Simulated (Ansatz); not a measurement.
Set up this calculation in Ansatz 0.2.0, as the native input.

| Quantity | Value |
| --- | --- |
| Task | single point |
| Functional | PBEsol |
| Potentials or basis | all-electron LAPW, scalar-relativistic |
| Cutoff | 185 eV (chosen from the basis error) |
| Basis error allowed | 0.001 eV/atom |
| k mesh | 6 × 6 × 4 |
| Occupations | fermi-dirac, width 0.05 eV |
| Spin | no spin polarisation |

Crystal: Bi.

```
CELL_PARAMETERS angstrom
4.65841 0.00000 0.00000
0.00000 4.52639 0.00000
-0.34597 0.00000 6.51195
ATOMIC_POSITIONS crystal
Bi 0.25137 0.25000 0.74873
Bi 0.74863 0.75000 0.25127
Bi 0.24989 0.25000 0.24888
Bi 0.75011 0.75000 0.75112
```

One way to write it, as run:

input.yaml

```yaml
crystal:
  lattice:
    - [4.6584121839, 0.0, 0.0]
    - [0.0, 4.52638858, 0.0]
    - [-0.3459734563, 0.0, 6.5119480672]
  atoms:
    - { symbol: Bi, position: [0.25137492, 0.25, 0.74873338] }
    - { symbol: Bi, position: [0.74862508, 0.75, 0.25126662] }
    - { symbol: Bi, position: [0.24988769, 0.25, 0.24888033] }
    - { symbol: Bi, position: [0.75011231, 0.75, 0.75111967] }
kpoints:
  mp_grid: { grid: [6, 6, 4] }
scf:
  occupations: { method: fermi_dirac, width: 0.05 }
hamiltonian:
  xc: pbesol
  pseudopotentials: { kind: all_electron, lapw: { basis_error: 0.001 } }
output:
  forces: true
  stress: true
  eigenvalues: true
  populations: true
```

Potentials or basis: all-electron LAPW, scalar-relativistic.

Run with:

```sh
$ ansatz run input.yaml --threads 2 --pin off --max-ram 8192MiB --backend cpu --events-out ev --progress --plain --runs-dir out
```

It gave:

| Quantity | Value |
| --- | --- |
| Pressure | -1.3 GPa |
| Band gap on the k mesh | none (metal or under the smearing width) |

Caveat: spin-orbit coupling is left out, which moves the levels of the heavy elements.

Wall time 35 s on 2 threads of Intel(R) Xeon(R) Platinum 8488C (Sapphire Rapids), with other jobs on the host, peak memory 0.91 GiB.
